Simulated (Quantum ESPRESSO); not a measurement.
PbS (Galena), 2 atoms in the cell. Symmetry: Fm-3m, No. 225, cubic system. The conventional cell has a = 5.931 Å, b = 5.931 Å, c = 5.931 Å, α = 90.00°, β = 90.00°, γ = 90.00°. Pb (site symmetry m-3m) is surrounded by 6 S at 2.97 Å. Around S (site symmetry m-3m) lie 6 Pb at 2.97 Å. 

* Program: Quantum ESPRESSO 7.5
* Task: dielectric tensor
* Functional: AM05
* Potentials or basis: PseudoDojo 0.4.1 SR PBE standard
* Cutoff: 762 eV
* Density cutoff: 3048 eV
* k mesh: 8 × 8 × 8, shifted
* Occupations: fermi-dirac, width 0.05 eV
* Spin: no spin polarisation
* Mixing beta: 0.5
* Most SCF iterations: 120
* SCF threshold: 4e-10 Ry

Potentials or basis: PseudoDojo 0.4.1 SR PBE standard.

The run is started by

```bash
$ OMP_NUM_THREADS=1 pw.x -in pw.in > pw.out
$ OMP_NUM_THREADS=1 pw.x -in gamma.in > gamma.out
$ OMP_NUM_THREADS=1 pw.x -in scf2.in > scf2.out
$ OMP_NUM_THREADS=1 ph.x -in ph.in > ph.out
```

Hardware: 1 thread of Intel(R) Xeon(R) 6975P-C (Granite Rapids), with other jobs on the host.

How long does it take, and how much memory?

Wall time 3.5 min on 1 thread of Intel(R) Xeon(R) 6975P-C (Granite Rapids), with other jobs on the host, peak memory 0.09 GiB. Counts: scf iterations 14, k pools 1, bands 16, k points 60, g dense 19891.
